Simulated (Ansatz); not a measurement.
# How LiF answers to pressure

```cif
data_structure
_symmetry_space_group_name_H-M 'P 1'
_symmetry_Int_Tables_number 1
_cell_length_a 2.8482
_cell_length_b 2.8482
_cell_length_c 2.8482
_cell_angle_alpha 60.000
_cell_angle_beta 60.000
_cell_angle_gamma 60.000
_cell_volume 16.34
loop_
_atom_site_label
_atom_site_type_symbol
_atom_site_fract_x
_atom_site_fract_y
_atom_site_fract_z
_atom_site_occupancy
Li1 Li 0.00000 0.00000 0.00000 1
F1 F 0.50000 0.50000 0.50000 1
```

The runs use the primitive cell with vectors (0.000, 2.014, 2.014), (2.014, 0.000, 2.014), (2.014, 2.014, 0.000) Å, to which the k mesh refers.

The cell comes from COD entry 1010990, which wasn't checked; take it as a given geometry.

Method: DFT, LDA, all-electron LAPW, scalar-relativistic in Ansatz 0.2.0.

Numerical set-up: a Γ-centred 10×10×10 k mesh, Fermi–Dirac smearing of 0.03 eV, basis error target 1 meV/atom, no spin polarisation.

The cell is scaled evenly with fractional coordinates held. Semilocal gaps are too small, but their slopes carry over better.

```json
{"V/V(cell)": "0.9400", "P (GPa)": "-2.22", "gap on the k mesh (eV)": "9.396"}
{"V/V(cell)": "0.9500", "P (GPa)": "-3.02", "gap on the k mesh (eV)": "9.295"}
{"V/V(cell)": "0.9600", "P (GPa)": "-3.77", "gap on the k mesh (eV)": "9.195"}
{"V/V(cell)": "0.9750", "P (GPa)": "-4.82", "gap on the k mesh (eV)": "9.051"}
{"V/V(cell)": "0.9800", "P (GPa)": "-5.15", "gap on the k mesh (eV)": "9.003"}
{"V/V(cell)": "0.9900", "P (GPa)": "-5.79", "gap on the k mesh (eV)": "8.911"}
{"V/V(cell)": "1.0000", "P (GPa)": "-6.39", "gap on the k mesh (eV)": "8.821"}
{"V/V(cell)": "1.0100", "P (GPa)": "-6.95", "gap on the k mesh (eV)": "8.732"}
{"V/V(cell)": "1.0200", "P (GPa)": "-7.48", "gap on the k mesh (eV)": "8.646"}
{"V/V(cell)": "1.0250", "P (GPa)": "-7.74", "gap on the k mesh (eV)": "8.604"}
{"V/V(cell)": "1.0400", "P (GPa)": "-8.46", "gap on the k mesh (eV)": "8.479"}
{"V/V(cell)": "1.0500", "P (GPa)": "-8.91", "gap on the k mesh (eV)": "8.399"}
```

Task: From the rows at 0.9900 and 1.0100, what is the bulk modulus at the cell's volume?

Result: B = −ΔP/Δln V = −[(-6.95) − (-5.79)]/0.02000 = 58.0 GPa. This is the modulus at -6.39 GPa, not at zero pressure.

Task: What are the gap's volume deformation potential and pressure coefficient?

Result: dEg/dln V = (8.732 − 8.911)/0.02000 = -8.95 eV, and dEg/dP = −(dEg/dln V)/B = 154 meV/GPa: pressure widens the gap.

Task: Predict the row at V/V(cell) = 1.0600. How far is a linear estimate of P off?

Result: P = -9.33 GPa, gap 8.320 eV. The linear estimate P(cell) − B ln(V/V(cell)) = -9.77 GPa misses by 0.44 GPa, since the modulus falls on expansion.
